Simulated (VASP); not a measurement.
# Ag: single point with PBE

Crystal: Ag.

```
CELL_PARAMETERS angstrom
0.00000 2.04275 2.04275
2.04275 0.00000 2.04275
2.04275 2.04275 0.00000
ATOMIC_POSITIONS crystal
Ag 0.00000 0.00000 0.00000
```

- Program: VASP 6.6.1
- Task: single point
- Functional: PBE
- Potentials or basis: VASP PAW PBE potentials, release 64 (Ag)
- Cutoff: 520 eV
- k mesh: 11 × 11 × 11
- Occupations: gaussian, width 0.022 eV
- Spin: no spin polarisation

```yaml
Pressure: 4.1 GPa
Band_gap_on_the_k_mesh: none (metal or under the smearing width)
```

Levels at points of the mesh, in eV from the Fermi level:
```
           k point  band 4  band 5  band 6  band 7  band 8  band 9
(0.00, 0.00, 0.00)   -5.09   -4.05   -4.05   15.75   19.33   19.33
```

It took 8.9 s on 1 thread of AMD EPYC 9R45 96-Core Processor (Zen 5), on a shared host, peak memory 0.11 GiB.
